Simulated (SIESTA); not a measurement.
YN:

```
Y N
1.0
     0.00000    2.43850    2.43850
     2.43850    0.00000    2.43850
     2.43850    2.43850    0.00000
Y N
1 1
Cartesian
  0.0000 0.0000 0.0000
  2.4385 2.4385 2.4385
```

Base run:

```yaml
Program: SIESTA 5.4.2
Functional: PBE
Potentials_or_basis: PseudoDojo 0.4 standard (PBE files)
Basis: TZP (energy shift 0.003 Ry; two zetas on semicore shells)
Grid_cutoff: 800 Ry
Energy_shift: 0.003 Ry
k_mesh: 9 × 9 × 9
Occupations: fermi-dirac, width 0.05 eV
Spin: no spin polarisation
```

Its results: band gap on the k mesh 0.12 eV, indirect (least direct gap 0.55 eV); pressure 3.2 GPa.

Task: The run is repeated on the same cell with these changes: basis from TZP (energy shift 0.003 Ry; two zetas on semicore shells) to DZDP (energy shift 0.003 Ry; two zetas on semicore shells). What comes out?

Result: Band gap on the k mesh 0.14 eV, indirect (least direct gap 0.56 eV); pressure 4.3 GPa.

Caveats: an odd mesh through Γ misses points on the zone boundary, where band edges often lie; the basis of atomic orbitals isn't converged, which shifts pressures, moduli and gaps.
